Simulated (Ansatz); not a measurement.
**A short bond in O**

```xyz
2
Lattice="1.4233 0.8218 3.4083 -1.4233 0.8218 3.4083 0.0000 -1.6435 3.4083" Properties=species:S:1:pos:R:3 pbc="T T T"
O     0.0000    0.0000    0.5900
O     0.0000    0.0000    9.6349
```

The cell is entry 2106431 of the Crystallography Open Database, unrelaxed.

Its shortest bond, of 1.180 Å between atom 1 (O) and the nearest image of atom 2 (O), is scaled by moving both atoms along it, with the cell held. The force apart is half the difference of the two atoms' forces along the bond; it holds the pull and push of their other neighbours too.

All numbers are PBE results (scalar-relativistic) from Ansatz 0.2.0, with a Γ-centred 10×10×10 k mesh, Fermi–Dirac smearing of 0.03 eV, no spin polarisation. Methods: LAPW: all electrons, basis error target 1 meV/atom; PAW: frozen-core files, cutoff 420 eV.

Energies are extrapolated to zero smearing and count from the unscaled cell; pressure is positive in compression; gaps take the mesh and a band path. No temperature or zero-point motion is included.

```
bond (Å)  force apart (eV/Å)  P LAPW (GPa)  ΔE LAPW (eV/atom)  P PAW − LAPW (GPa)  ΔE PAW − LAPW (meV/atom)  force PAW − LAPW (eV/Å)
   1.180                2.63             ?              0.000               -0.06                       0.0                   -0.034
   1.038               24.06          53.0              0.827               -0.39                     -14.3                   -0.201
   0.968               45.03          94.1              2.021                3.11                      -1.4                    1.372
```

Task: Fill in "P LAPW (GPa)" for the row "1.180".

Result: 5.38.

Task: How do the Löwdin populations by LAPW change from the unscaled cell to the last row, on the two atoms of the bond?

Result: O1 2s 1.78 → 1.62, O1 2p 4.16 → 4.26, O2 2s 1.78 → 1.62, O2 2p 4.16 → 4.26 electrons an atom. These are projections on the shells that the free atoms fill; 0.12 e a cell lies outside them at the start and 0.25 e at the end.
